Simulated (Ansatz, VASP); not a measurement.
**Two plane-wave programs on Ir**

Contents of INCAR:

```
SYSTEM = Ir
PREC = Accurate ; ENCUT = 520
EDIFF = 1E-7 ; ISMEAR = -1
SIGMA = 0.1 ; LREAL = .False.
LASPH = .True. ; NELM = 80
ALGO = Normal ; ISIF = 2
LWAVE = .False. ; LCHARG = .False.
GGA = RE ; NBANDS = 10
```

Contents of KPOINTS:

```
regular mesh
0
Gamma
  14 14 14
  0 0 0
```

The input POSCAR:

```
Ir
1.0
    2.6153050397      0.0000000000      0.0000000000
    0.0000000000      2.6153050397      0.0000000000
    0.0000000000      0.0000000000      2.6153050397
Ir
1
Direct
    0.0000000000      0.0000000000      0.0000000000
```

Input for Ansatz:

```yaml
crystal:
  lattice:
    - [2.6153050397, 0.0, 0.0]
    - [0.0, 2.6153050397, 0.0]
    - [0.0, 0.0, 2.6153050397]
  atoms:
    - { symbol: Ir, position: [0.0, 0.0, 0.0] }
hamiltonian:
  xc: revpbe
  pseudopotentials:
    kind: paw
    azcp:
      Ir: "pseudopotentials/Ir.paw.azcp"
basis:
  ecutwfc: 420
  fft_grid_basis: typed
kpoints:
  mp_grid: { grid: [14, 14, 14], shift: [0, 0, 0] }
magnetization:
  spin_polarized: false
scf:
  occupations: { method: fermi_dirac, width: 0.1 }
  lower_state_search: "off"
output:
  stress: true
```

Alike in both runs: task single point; functional revPBE; k mesh 14 × 14 × 14; occupations fermi-dirac, width 0.1 eV; no spin polarisation.

|  | VASP | Ansatz |
| --- | --- | --- |
| version | VASP 6.6.1 | Ansatz 0.2.0 |
| potentials or method | VASP PAW PBE potentials, release 64 (Ir) | plane waves (420 eV) with PAW, scalar-relativistic |
| plane-wave cutoff (eV) | 520 | 420 |
| valence electrons in the cell | 9 | 17 |

|  | VASP | Ansatz | Ansatz less VASP |
| --- | --- | --- | --- |
| pressure (GPa) | -8.6 | -8.7 | -0.08 |

With one functional, cell and mesh, what is left measures potentials, basis and numerics. The two sets of potentials don't hold the same shells in valence.

Caveats: the PAW data sets were made with another functional, which shifts forces and pressure a little (VASP). Spin-orbit coupling is left out, which matters for the levels of Ir.
